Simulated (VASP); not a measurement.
# GaN (P6_3mc) in VASP: further runs

The runs below take GaN through relaxation of shape and atoms at fixed volume, relaxation of cell and atoms, with LDA, PBEsol.

Everything below comes from runs of VASP 6.6.1. Logs are shortened: lines on timing, memory, paths and dates and some standing lists are left out, and cuts for length are marked.

## Step 1: Starting point

Symmetry: P6_3mc, No. 186, hexagonal system. Conventional cell: a = 3.180 Å, b = 3.180 Å, c = 5.166 Å, α = 90.00°, β = 90.00°, γ = 120.00°. Around Ga (site symmetry 3m) lie 4 N at 1.94 to 1.95 Å. Around N (site symmetry 3m) lie 4 Ga at 1.94 to 1.95 Å.

## Step 2: Relaxation of shape and atoms at fixed volume, LDA (a relaxed cell with its volume scaled by 1.02)

Contents of INCAR:

```
SYSTEM = GaN
PREC = Accurate
ENCUT = 600
EDIFF = 1E-7
ISMEAR = 0
SIGMA = 0.03
LREAL = .FALSE.
LASPH = .TRUE.
NELM = 80
ALGO = Normal
ISIF = 4
LWAVE = .FALSE.
LCHARG = .FALSE.
IBRION = 2
NSW = 40
EDIFFG = -0.01
```

Contents of KPOINTS:

```
Automatic mesh
0
G
  12 12 5
  0 0 0
```

Contents of POSCAR:

```
GaN                                     
1.0
    3.1776882817      0.0000000000      0.0000000000
   -1.5888441408      2.7519587772      0.0000000000
    0.0000000000      0.0000000000      5.1820178394
  Ga              N             
     2     2
Direct
     0.3333333332999970    0.6666666667000030    0.9993293524732441
     0.6666666667000030    0.3333333332999970    0.4993293524732440
     0.3333333332999970    0.6666666667000030    0.3756706475267560
     0.6666666667000030    0.3333333332999970    0.8756706475267559
```

Potentials or basis: VASP PAW LDA potentials, release 64 (Ga_d, N).

Launch:

```console
> cat potpaw_LDA.64/Ga_d/POTCAR potpaw_LDA.64/N/POTCAR > POTCAR
> mpirun -np 1 vasp_std > vasp.out
```

OUTCAR:

```text
SYSTEM = GaN
   PREC = Accurate
   ENCUT = 600
   EDIFF = 1E-7
   ISMEAR = 0
   LREAL = .FALSE.
   LASPH = .TRUE.
   NELM = 80
   ISIF = 4
   IBRION = 2
   NSW = 40
   EDIFFG = -0.01

 ion  position               nearest neighbor table
   1  0.333  0.667  0.999-   4 1.94   4 1.94   4 1.94   3 1.95
   2  0.667  0.333  0.499-   3 1.94   3 1.94   3 1.94   4 1.95
   3  0.333  0.667  0.376-   2 1.94   2 1.94   2 1.94   1 1.95
   4  0.667  0.333  0.876-   1 1.94   1 1.94   1 1.94   2 1.95

  LATTYP: Found a hexagonal cell.
 ALAT       =     3.1776882817
 C/A-ratio  =     1.6307508415

  Lattice vectors:

 A1 = (   3.1776882817,   0.0000000000,   0.0000000000)
 A2 = (  -1.5888441408,   2.7519587772,   0.0000000000)
 A3 = (   0.0000000000,   0.0000000000,   5.1820178394)

Analysis of symmetry for initial positions (statically):
=====================================================================
 Subroutine PRICEL returns:
 Original cell was already a primitive cell.

 Routine SETGRP: Setting up the symmetry group for a
 hexagonal supercell.

 Subroutine GETGRP returns: Found 12 space group operations
 (whereof  6 operations were pure point group operations)
 out of a pool of 24 trial point group operations.

The static configuration has the point symmetry C_3v.
 The point group associated with its full space group is C_6v.

Analysis of symmetry for dynamics (positions and initial velocities):
=====================================================================
 Subroutine PRICEL returns:
 Original cell was already a primitive cell.

 Routine SETGRP: Setting up the symmetry group for a
 hexagonal supercell.

 Subroutine GETGRP returns: Found 12 space group operations
 (whereof  6 operations were pure point group operations)
 out of a pool of 24 trial point group operations.

The dynamic configuration has the point symmetry C_3v.
 The point group associated with its full space group is C_6v.

 Subroutine INISYM returns: Found 12 space group operations
 (whereof  6 operations are pure point group operations),
 and found     1 'primitive' translations

----------------------------------------------------------------------------------------

                                     Primitive cell

  volume of cell :      45.3161

  direct lattice vectors                    reciprocal lattice vectors
     3.177688282  0.000000000  0.000000000     0.314694177  0.181688768  0.000000000
    -1.588844141  2.751958777  0.000000000     0.000000000  0.363377536  0.000000000
     0.000000000  0.000000000  5.182017839     0.000000000  0.000000000  0.192975021

  length of vectors
     3.177688282  3.177688282  5.182017839     0.363377536  0.363377536  0.192975021

  position of ions in fractional coordinates (direct lattice)
     0.333333333  0.666666667  0.999329352
     0.666666667  0.333333333  0.499329352
     0.333333333  0.666666667  0.375670648
     0.666666667  0.333333333  0.875670648

  ion indices of the primitive-cell ions
   primitive index   ion index
                 1           1
                 2           2
                 3           3
                 4           4

----------------------------------------------------------------------------------------

 KPOINTS: Automatic mesh

Automatic generation of k-mesh.
 Grid dimensions read from file:
 generate k-points for:   12   12    5

 Generating k-lattice:

  Cartesian coordinates                     Fractional coordinates (reciprocal lattice)
     0.026224515  0.015140731  0.000000000     0.083333333  0.000000000  0.000000000
     0.000000000  0.030281461  0.000000000     0.000000000  0.083333333  0.000000000
     0.000000000  0.000000000  0.038595004     0.000000000  0.000000000  0.200000000

  Length of vectors
     0.030281461  0.030281461  0.038595004

  Shift w.r.t. Gamma in fractional coordinates (k-lattice)
     0.000000000  0.000000000  0.000000000

 Subroutine IBZKPT returns following result:
 ===========================================

 Found     57 irreducible k-points:

 Following reciprocal coordinates:
            Coordinates               Weight
  0.000000  0.000000  0.000000      1.000000
  0.083333 -0.000000  0.000000      6.000000
  0.166667  0.000000  0.000000      6.000000
  0.250000  0.000000  0.000000      6.000000
  0.333333 -0.000000  0.000000      6.000000
  0.416667  0.000000  0.000000      6.000000
[... 16 lines left out ...]
  0.250000  0.000000  0.200000     12.000000
  0.333333 -0.000000  0.200000     12.000000
 [... further k-points ...]
   k-points           NKPTS =     57   k-points in BZ     NKDIM =     57   number of bands    NBANDS=     22
   number of dos      NEDOS =    301   number of ions     NIONS =      4
   total plane-waves  NPLWV =  32928
   dimension x,y,z NGX =    28 NGY =   28 NGZ =   42
   dimension x,y,z NGXF=    56 NGYF=   56 NGZF=   84
   ions per type =               2   2
   NGX,Y,Z   is equivalent  to a cutoff of  14.65, 14.65, 13.47 a.u.
   NGXF,Y,Z  is equivalent  to a cutoff of  29.30, 29.30, 26.95 a.u.
 SYSTEM =  GaN
   PREC   = accura    normal or accurate (medium, high low for compatibility)
   ISTART =      0    job   : 0-new  1-cont  2-samecut
   ICHARG =      2    charge: 1-file 2-atom 10-const
   ISPIN  =      1    spin polarized calculation?
   LNONCOLLINEAR =      F non collinear calculations
   LSORBIT =      F    spin-orbit coupling
   LASPH  =      T    aspherical Exc in radial PAW
   ENCUT  =  600.0 eV  44.10 Ry    6.64 a.u.   6.35  6.35 10.35*2*pi/ulx,y,z
   NELM   =     80;   NELMIN=  2; NELMDL= -5     # of ELM steps
   EDIFF  = 0.1E-06   stopping-criterion for ELM
   LREAL  =      F    real-space projection
   EDIFFG = -.1E-01   stopping-criterion for IOM
   NSW    =     40    number of steps for IOM
   IBRION =      2    ionic relax: 0-MD 1-quasi-New 2-CG
   NFREE  =      1    steps in history (QN), initial steepest desc. (CG)
   ISIF   =      4    stress and relaxation
   ISYM   =      2    0-nonsym 1-usesym 2-fastsym
   POTIM  = 0.5000    time-step for ionic-motion
   TEBEG  =    0.0;   TEEND  =   0.0 temperature during run
   PSTRESS=    0.0 pullay stress
   NELECT =      36.0000    total number of electrons
   NUPDOWN=      -1.0000    fix difference up-down
   EMIN   =  10.00;   EMAX   =-10.00  energy-range for DOS
   EFERMI =   0.00;   METHOD = LEGACY
   ISMEAR =     0;   SIGMA  =   0.03  broadening in eV -4-tet -1-fermi 0-gaus
   EFERMI_NEDOS =   21; number of points for ismear=-14 and -15
   IALGO  =     38    algorithm
   IMIX   =      4    mixing-type and parameters
     AMIX     =   0.40;   BMIX     =  1.00
     AMIX_MAG =   1.60;   BMIX_MAG =  1.00
  volume/ion in A,a.u.               =      11.33        76.45
  Fermi-wavevector in a.u.,A,eV,Ry     =   1.516206  2.865214 31.278181  2.298881
  Thomas-Fermi vector in A             =   2.625627
   LORBIT       =      0    0 simple, 1 ext, 2 COOP (PROOUT), +10 PAW based schemes
   GGA     = CA    functional components
   LHFCALC =     F    Hartree Fock is set to
   AEXX    =    0.0000 exact exchange contribution
   IVDW    =     0    specifies the selected vdW correction
   LEPSILON=     F    determine dielectric tensor
   LRPA    =     F    only Hartree local field effects (RPA)
 conjugate gradient relaxation of ions
 non-spin polarized calculation
 Gauss-broadening in eV      SIGMA  =   0.03
  energy-cutoff  :      600.00
  volume of cell :       45.32
 maximum number of plane-waves:      1529
 NGX is ok and might be reduce to    28
   NGX = 13   NGY = 13   NGZ = 21

 number of electron      35.9999993 magnetization

 Free energy of the ion-electron system (eV)
  ---------------------------------------------------
  ext. energy  EPLUGINS =         0.00000000
  ---------------------------------------------------
  free energy    TOTEN  =       -27.90154243 eV

  energy without entropy =      -27.90154243  energy(sigma->0) =      -27.90154243

 E-fermi :   5.2943     XC(G=0): -12.1652

 val. band max:        5.1613441917   @ k =   0.0000   0.0000   0.0000
 cond. band min:       7.1379600488   @ k =   0.0000   0.0000   0.0000
 fundamental gap:      1.9766158572
 Fermi energy:         5.2943338928

 k-point     1 :       0.0000    0.0000    0.0000
  band No.  band energies     occupation
      1     -10.7620      2.00000
      2      -9.8684      2.00000
      3      -8.4011      2.00000
      4      -8.3844      2.00000
      5      -8.3844      2.00000
      6      -8.3223      2.00000
[... 14 lines left out ...]
     21      14.2332      0.00000
     22      14.9230      0.00000

 k-point     2 :       0.0833   -0.0000    0.0000
  band No.  band energies     occupation
      1     -10.6914      2.00000
      2      -9.8514      2.00000
      3      -8.3944      2.00000
      4      -8.3740      2.00000
      5      -8.3615      2.00000
      6      -8.3146      2.00000
[... 14 lines left out ...]
     21      14.0446      0.00000
     22      14.4284      0.00000

 k-point     3 :       0.1667    0.0000    0.0000
  band No.  band energies     occupation
      1     -10.5003      2.00000
      2      -9.8103      2.00000
      3      -8.3695      2.00000
      4      -8.3488      2.00000
      5      -8.3038      2.00000
      6      -8.2710      2.00000
[... 14 lines left out ...]
     21      13.1830      0.00000
     22      13.9650      0.00000
[... 476 lines left out ...]
 k-point    23 :       0.2500    0.0000    0.2000
  band No.  band energies     occupation
      1     -10.1735      2.00000
      2      -9.7797      2.00000
      3      -8.3445      2.00000
      4      -8.3146      2.00000
      5      -8.2774      2.00000
      6      -8.2285      2.00000
[... 14 lines left out ...]
     21      12.3461      0.00000
     22      13.3708      0.00000

 k-point    24 :       0.3333   -0.0000    0.2000
  band No.  band energies     occupation
      1      -9.9836      2.00000
      2      -9.7399      2.00000
      3      -8.3379      2.00000
      4      -8.2971      2.00000
      5      -8.2526      2.00000
      6      -8.1792      2.00000
[... 14 lines left out ...]
     21      12.1615      0.00000
     22      13.2756      0.00000

 [... further k-points ...]
[... 5 lines left out ...]
  --------------------------------------------------------------------------------------
  -------------------------------------------------------------------------------------
  Total       -1.0869616     -1.0869616     -1.1056873     -0.0000000      0.0000000      0.0000000
  in kB      -38.4302003    -38.4302003    -39.0922587     -0.0000000      0.0000000      0.0000000
  external PRESSURE =     -38.6508864 kB  Pullay stress =       0.0000000 kB

 VOLUME and BASIS-vectors are now :
 -----------------------------------------------------------------------------
  energy-cutoff  :      600.00
  volume of cell :       45.32
      direct lattice vectors                 reciprocal lattice vectors
     3.177688282  0.000000000  0.000000000     0.314694177  0.181688768  0.000000000
    -1.588844141  2.751958777  0.000000000     0.000000000  0.363377536  0.000000000
     0.000000000  0.000000000  5.182017839     0.000000000  0.000000000  0.192975021

 POSITION                                       TOTAL-FORCE (eV/Angst)
 -----------------------------------------------------------------------------------
     -0.00000      1.83464      5.17854        -0.000000      0.000000     -0.005197
      1.58884      0.91732      2.58753         0.000000     -0.000000     -0.005197
     -0.00000      1.83464      1.94673         0.000000     -0.000000      0.005197
      1.58884      0.91732      4.53774        -0.000000      0.000000      0.005197
 -----------------------------------------------------------------------------------
    total drift:                               -0.000000     -0.000000     -0.000159

  FREE ENERGIE OF THE ION-ELECTRON SYSTEM (eV)
  ---------------------------------------------------
  free  energy   TOTEN  =       -27.9015424281 eV

  energy  without entropy=      -27.9015424281  energy(sigma->0) =      -27.90154243

 reached required accuracy - stopping structural energy minimisation
```

Run time: 41 s. Hardware: 1 thread of Intel Xeon 6975P-C (Granite Rapids), shared host; peak memory 0.19 GiB.

Results:

- Free energy: -27.9015 eV
- Pressure after relaxing: -3.9 GPa
- Largest force after relaxing: 0.005 eV/Å
- Band gap on the k mesh: 1.98 eV, direct

Forces on the atoms (eV/Å):
```
Ga   0.000  0.000 -0.005
Ga   0.000  0.000 -0.005
N    0.000  0.000  0.005
N    0.000  0.000  0.005
```

Final structure:
```
Ga N
1.0
     3.17769    0.00000    0.00000
    -1.58884    2.75196    0.00000
     0.00000    0.00000    5.18202
Ga N
2 2
Direct
  0.33333 0.66667 0.99933
  0.66667 0.33333 0.49933
  0.33333 0.66667 0.37567
  0.66667 0.33333 0.87567
```

Caveat: the relaxation stopped at its first step, so nothing moved.

## Step 3: Relaxation of shape and atoms at fixed volume, LDA (a relaxed cell with its volume scaled by 1.04)

INCAR is that of step 2.

KPOINTS is that of step 2.

Changes to POSCAR since step 2:

```diff
@@ -2,5 +2,5 @@
 1.0
-    3.1776882817      0.0000000000      0.0000000000
-   -1.5888441408      2.7519587772      0.0000000000
-    0.0000000000      0.0000000000      5.1820178394
+    3.1983231994      0.0000000000      0.0000000000
+   -1.5991615997      2.7698291402      0.0000000000
+    0.0000000000      0.0000000000      5.2156682488
   Ga              N
```

Potentials or basis: VASP PAW LDA potentials, release 64 (Ga_d, N).

Launch:

```console
> cat potpaw_LDA.64/Ga_d/POTCAR potpaw_LDA.64/N/POTCAR > POTCAR
> mpirun -np 1 vasp_std > vasp.out
```

Wall time 43 s (1 thread of Intel Xeon 6975P-C (Granite Rapids), shared host); peak memory 0.19 GiB.

Results (log left out):

```
Free energy                  : -27.8715 eV
Pressure after relaxing      : -7.3 GPa
Largest force after relaxing : 0.009 eV/Å
Band gap on the k mesh       : 1.85 eV, direct
```

Forces in eV/Å, atoms in the order of the input:
```
Ga   0.000  0.000 -0.009
Ga   0.000  0.000 -0.009
N    0.000  0.000  0.009
N    0.000  0.000  0.009
```

Final structure:
```
CELL_PARAMETERS angstrom
3.19832 0.00000 0.00000
-1.59916 2.76983 0.00000
0.00000 0.00000 5.21567
ATOMIC_POSITIONS crystal
Ga 0.33333 0.66667 0.99933
Ga 0.66667 0.33333 0.49933
N 0.33333 0.66667 0.37567
N 0.66667 0.33333 0.87567
```

Levels at points of the mesh, in eV from the valence-band top:
```csv
k point,band 16,band 17,band 18,band 19,band 20,band 21
"(0.00, 0.00, 0.00)",-0.05,0.00,0.00,1.85,4.10,8.96
"(0.50, 0.00, 0.00)",-2.73,-2.21,-0.99,4.88,5.40,5.87
```

Caveat: the relaxation stopped at its first step, so nothing moved.

## Step 4: Relaxation of shape and atoms at fixed volume, LDA (a relaxed cell with its volume scaled by 1.06)

INCAR is that of step 3.

KPOINTS is that of step 3.

Changes to POSCAR since step 3:

```diff
@@ -2,5 +2,5 @@
 1.0
-    3.1983231994      0.0000000000      0.0000000000
-   -1.5991615997      2.7698291402      0.0000000000
-    0.0000000000      0.0000000000      5.2156682488
+    3.2186952340      0.0000000000      0.0000000000
+   -1.6093476170      2.7874718396      0.0000000000
+    0.0000000000      0.0000000000      5.2488899614
   Ga              N
```

Launch:

```console
> cat potpaw_LDA.64/Ga_d/POTCAR potpaw_LDA.64/N/POTCAR > POTCAR
> mpirun -np 1 vasp_std > vasp.out
```

Run time: 51 s. Hardware: 1 thread of Intel Xeon 6975P-C (Granite Rapids), shared host; peak memory 0.2 GiB.

Results (log left out):

| Quantity | Value |
| --- | --- |
| Free energy | -27.8234 eV |
| Energy gained by relaxing | 0.0 meV/atom |
| Ionic steps | 2 |
| Pressure after relaxing | -10.4 GPa |
| Band gap on the k mesh | 1.72 eV, direct |

Stress tensor (GPa, compression positive):
```
-10.34   0.00   0.00
  0.00 -10.34   0.00
  0.00   0.00 -10.42
```

Final structure:
```xyz
4
Lattice="3.2188 0.0000 0.0000 -1.6094 2.7876 0.0000 0.0000 0.0000 5.2485" Properties=species:S:1:pos:R:3 pbc="T T T"
Ga    0.0000    1.8584    5.2443
Ga    1.6094    0.9292    2.6201
N     0.0000    1.8584    1.9723
N     1.6094    0.9292    4.5965
```

Levels at points of the mesh, in eV from the valence-band top:
```tsv
k point	band 14	band 15	band 16	band 17	band 18	band 19	band 20	band 21	band 22
(0.00, 0.00, 0.00)	-1.00	-1.00	-0.04	0.00	0.00	1.72	3.97	8.85	9.54
(0.50, 0.00, 0.00)	-5.24	-4.12	-2.66	-2.15	-0.97	4.82	5.29	5.83	8.20
```

(Continued in part 2 of 2.)
